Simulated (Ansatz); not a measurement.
Runs of Ansatz 0.2.0 on Sb. Symmetry: R-3m, No. 166, trigonal system. The conventional cell has a = 4.308 Å, b = 4.308 Å, c = 11.274 Å, α = 90.00°, β = 90.00°, γ = 120.00°. Around Sb (site symmetry 3m) lie 3 Sb at 2.91 Å. 

| task | level | potentials or basis | cell | k mesh | cutoff (eV) | points for each segment of the path | mesh quality | gap on the mesh (eV) | pressure (GPa) | V0 of scaled cells (Å³/atom) | relaxed volume (Å³/atom) | B0 (GPa) | largest force (eV/Å) |
| --- | --- | --- | --- | --- | --- | --- | --- | --- | --- | --- | --- | --- | --- |
| relaxation of cell and atoms | PBE0 | Ansatz PAW | relaxed | 4 × 4 × 4 | 420 | - | coarse | (b) | - | - | 31.39 | - | - |
| equation of state | r2SCAN | Ansatz PAW | as given | 8 × 8 × 8 | 500 | - | not flagged | - | - | 31.08 | - | 54 | - |
| band structure | r2SCAN | Ansatz PAW | as given | 8 × 8 × 8 | 500 | 14 | not flagged | none | 1.7 | - | - | - | 0.01 |
| equation of state | PBEsol | PseudoDojo PBEsol | as given | 8 × 8 × 8 | 1088 | - | not flagged | - | - | 30.19 | - | 57 | - |
| relaxation of cell and atoms | revPBE+D3(BJ) | Ansatz PAW | relaxed | 8 × 8 × 8 | 420 | - | not flagged | none | 0.0 | - | 28.88 | - | - |
| relaxation of cell and atoms | LDA | Ansatz PAW | relaxed | 8 × 8 × 8 | 420 | - | not flagged | none | 0.0 | - | (c) | - | 0.01 |
| equation of state | BHLYP | Ansatz PAW | as given | 4 × 4 × 4 | 420 | - | coarse | - | - | (a) | - | 56 | - |
| band structure | HSE03 | Ansatz PAW | as given | 4 × 4 × 4 | 420 | 4 | coarse | 0.25 | - | - | - | - | 0.27 |

Alike in all rows: no spin polarisation; smearing fermi-dirac 0.05 eV.

Task: Estimate the missing entries.

Result: (a) 31.65; (b) 0.89; (c) 29.24.

Caveats: some runs use coarse meshes; the PAW data sets come from PBE, with cores solved anew for the run's functional, which leaves a small shift of forces and pressure (some runs); the plane-wave basis is chosen anew once the cell has moved, so the energies of steps on either side of that aren't comparable (some runs); the cell was scaled at fixed shape and fractional positions, which overstates the stiffness of a crystal with free parameters, most of all of layers and chains (some runs); spin-orbit coupling is left out, which moves the levels of the heavy elements (some runs); the potentials were made for another functional, which shifts forces and pressure (some runs); pairwise dispersion overbinds metals, which lowers pressure and volume (some runs).

A k mesh can miss the band edges, and the runs leave out spin-orbit coupling on Sb.

A gap of «none» marks a metal or a gap under the smearing width.

Not every run made on this cell is shown here.
